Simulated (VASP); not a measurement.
Input of a VASP 6.6.1 run:

INCAR

```
SYSTEM = Si
  ALGO = Fast
  EDIFF = 1E-6
  ENCUT = 520
  GGA = PE
  ISIF = 2
  ISMEAR = 0
  LASPH = .TRUE.
  LCHARG = .FALSE.
  LREAL = .FALSE.
  LWAVE = .FALSE.
  NBANDS = 11
  NELM = 100
  PREC = Accurate
  SIGMA = 0.15
```

KPOINTS

```
k-points
0
G
  14 14 14
  0 0 0
```

POSCAR

```
Si
1.0
   -2.4010099308      2.4088390984      1.3202041660
    2.4035222212     -2.4174922381      1.3405422263
    2.3900171703      2.4064994775     -1.3359660379
Si
2
Direct
    0.2501039113      0.7502551352      0.4945943638
    0.4998960887      0.4997448648      0.0054056362
```

Potentials or basis: VASP PAW PBE potentials, release 64 (Si).

Command:

```sh
$ cat potpaw_PBE.64/Si/POTCAR > POTCAR
$ mpirun -np 1 vasp_std > vasp.out
```

**Question.** Predict the largest force.

**Answer.** 0.199 eV/Å.

**Question.** Estimate the band gap on the k mesh.

**Answer.** None (metal or under the smearing width).

**Question.** Predict the pressure.

**Answer.** 0.0 GPa.

Stress tensor (GPa, compression positive):
```
 0.47  0.40 -0.31
 0.40 -0.66  0.51
-0.31  0.51  0.30
```
